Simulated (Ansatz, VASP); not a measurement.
# One calculation of SnO (Romarchite), two programs

INCAR

```
SYSTEM = SnO
  ALGO = Normal
  EDIFF = 1E-6
  ENCUT = 520
  GGA = PE
  ISIF = 2
  ISMEAR = 0
  LASPH = .True.
  LCHARG = .True.
  LELF = .True.
  LREAL = .False.
  LVHAR = .True.
  LWAVE = .False.
  NBANDS = 28
  NELM = 100
  PREC = Accurate
  SIGMA = 0.01
```

KPOINTS

```
k-points
0
Gamma
  5 5 4
  0 0 0
```

Contents of POSCAR:

```
SnO
1.0
    3.6944759153      0.0000000000      0.0000000000
    0.0000000000      3.6944759153      0.0000000000
    0.0000000000      0.0000000000      4.7081079900
Sn O
2 2
Direct
    0.5000000000      0.0000000000      0.2369000000
    0.0000000000      0.5000000000      0.7631000000
    0.0000000000      0.0000000000      0.0000000000
    0.5000000000      0.5000000000      0.0000000000
```

Input for Ansatz:

```yaml
crystal:
  lattice:
    - [3.6944759152749462, 0.0, 0.0]
    - [0.0, 3.6944759152749462, 0.0]
    - [0.0, 0.0, 4.708107989960238]
  atoms:
    - { symbol: Sn, position: [0.5, 0.0, 0.2369] }
    - { symbol: Sn, position: [0.0, 0.5, 0.7631] }
    - { symbol: O, position: [0.0, 0.0, 0.0] }
    - { symbol: O, position: [0.5, 0.5, 0.0] }
basis:
  ecutwfc: 500.0
kpoints:
  mp_grid:
    grid: [5, 5, 4]
hamiltonian:
  xc: pbe
scf:
  occupations:
    method: fixed
output:
  stress: true
```

Alike in both runs: task single point; functional PBE; k mesh 5 × 5 × 4; no spin polarisation.

|  | VASP | Ansatz |
| --- | --- | --- |
| version | VASP 6.6.1 | Ansatz 0.2.0 |
| potentials or method | VASP PAW PBE potentials, release 64 (Sn_d, O) | plane waves, PAW |
| plane-wave cutoff (eV) | 520 | 500 |
| occupations | gaussian, width 0.01 eV | fixed |
| valence electrons in the cell | 40 | 40 |

|  | VASP | Ansatz | Ansatz less VASP |
| --- | --- | --- | --- |
| pressure (GPa) | 15.8 | 15.4 | -0.42 |
| largest component of the traceless stress (GPa) | 2.61 | 2.60 | -0.004 |

Caveats: so large a pressure means that the cell lies far from this level's equilibrium, or that cutoff or potentials fall short (VASP).
